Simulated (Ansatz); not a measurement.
## C (Fd-3m): G0W0 and the starting functional

```xyz
2
Lattice="0.0000 1.7835 1.7835 1.7835 0.0000 1.7835 1.7835 1.7835 0.0000" Properties=species:S:1:pos:R:3 pbc="T T T"
C     0.0000    0.0000    0.0000
C     0.8918    0.8918    0.8918
```

Held fixed (Ansatz):

| Quantity | Value |
| --- | --- |
| datasets | soft PAW set, first generation |
| k mesh | 4×4×4 |
| empty bands | 73 |
| response cutoff | 200 eV |
| frequencies | contour deformation |
| q → 0 term | analytic weight of Carrier, Rohra and Görling |
| band sums | cut at the band count |

The gap is read from Γ to k = (0, 0.25, 0.25), linearised, between the Kohn-Sham band edges among the points solved. ε∞ is the electronic dielectric constant on this mesh. Wave cutoffs: 420, 500 eV in the order of the table.

```csv
orbitals,KS gap (eV),G0W0 gap (eV),ε∞
PBE,4.44,5.84,7.0
r²SCAN,4.66,5.97,6.8
```

The Kohn-Sham gaps spread over 0.22 eV and the G0W0 gaps over 0.13 eV, so the dependence on the start shrinks but stays.

Soft PAW datasets can miss an all-electron G0W0 gap by more than 5 %. The cell is a model at fixed atoms and needn't be the relaxed known crystal. The PAW or pseudopotential files were made with PBE. Points k are given in fractions of the reciprocal vectors. The mesh is coarse, so these are values at the stated settings, not converged ones. Band sums or response are cut, so the gap isn't at its basis limit. The gap is read on the mesh, and the crystal's band edges can lie off it. With r²SCAN or HSE06 the Kohn-Sham levels are generalised ones. Meshes this coarse can overestimate the dielectric constant by a tenth and more.
